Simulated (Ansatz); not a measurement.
**Gd (P6_3/mmc): equation of state**

An exercise on one series of results from a longer session: the logs are not shown, and one member is left open.

Program: Ansatz 0.2.0. Level of theory: DFT PBE+U (U_eff = 6 eV on Gd 4f), scalar-relativistic, plane waves, PAW. These are calculated values, not measurements.

### Starting point

Symmetry: P6_3/mmc, No. 194, hexagonal system. The conventional cell has a = 3.653 Å, b = 3.653 Å, c = 5.848 Å, α = 90.00°, β = 90.00°, γ = 120.00°. Gd (site symmetry -6m2) is surrounded by 12 Gd at 3.61 to 3.65 Å.

Structure file:

```
CELL_PARAMETERS angstrom
3.65338 0.00000 0.00000
-1.82669 3.16392 0.00000
0.00000 0.00000 5.84760
ATOMIC_POSITIONS crystal
Gd 0.33333 0.66667 0.25000
Gd 0.66667 0.33333 0.75000
```

An earlier run at PBE+U (U_eff = 6 eV on Gd 4f) left this cell at 33.796 Å³/atom and -0.01 GPa (14×14×8 mesh).

Volume factors to run: 0.980, 1.020, 0.960, 1.040.

The first run:

input.yaml reads:

```yaml
crystal:
  lattice:
    - [3.6288557991, 0.0, 0.0]
    - [-1.8144278995, 3.1426813087, 0.0]
    - [0.0, 0.0, 5.8083547028]
  atoms:
    - { symbol: Gd, position: [0.3333333333, 0.6666666667, 0.25], spin: 8.25 }
    - { symbol: Gd, position: [0.6666666667, 0.3333333333, 0.75], spin: 8.25 }
basis:
  ecutwfc: 420
  ecutrho_ratio: 4
kpoints:
  mp_grid: { grid: [14, 14, 8] }
hamiltonian:
  xc: pbe
  hubbard:
    sites:
      - { species: Gd, l: f, u_eff: 6.0, starting_ns: start.occupation_matrices }
    ns_hold: { iters: 6 }
scf:
  occupations: { method: gaussian, width: 0.05 }
  lower_state_search: "off"
output:
  forces: true
  stress: true
  eigenvalues: true
  populations: true
magnetization:
  spin_polarized: true
relax:
  f_tol: 0.01
  max_steps: 40
  cell: { stress_tol: 0.1, fix: [volume] }
```

The open shells start from the occupation matrices of the run at the neighbouring geometry (file start.occupation_matrices).

Command:

```
$ ansatz run input.yaml --threads 4 --pin off --max-ram 10240MiB --backend cpu --events-out ev --progress --plain --runs-dir out
```

Steps of the session up to this table: Scaling the volume by 0.980; At 1.020 of the relaxed volume; Volume × 0.960; At 1.040 of the relaxed volume.

One table of the session follows, with a row left open; its other results are not shown here.

It belongs to the step «Energy and pressure against volume». 

| volume (Å³/atom) | energy (meV/atom) | pressure (GPa) |
| --- | --- | --- |
| 32.444 | 6.75 | 1.65 |
| 33.120 | ? | ? |
| 33.796 | 0.00 | -0.01 |
| 34.472 | 1.59 | -0.74 |
| 35.148 | 6.14 | -1.41 |

Q: Estimate the row for volume (Å³/atom) = 33.120 from the others.

Worked estimate for «energy (meV/atom)». A straight line through the neighbours (32.444, 6.75) and (33.796, 0.00) gives 6.75 + (0.00 − 6.75) × (33.120 − 32.444) / (33.796 − 32.444) = 3.38; a parabola fitted to 3 rows on both sides gives 1.72.

As computed: energy (meV/atom): 1.63; pressure (GPa): 0.79. In «energy (meV/atom)» the line misses by +1.75 and the parabola by +0.09.

Limits of these values: Warnings in the runs' records: filled band counts differ across k points, stability check not made.
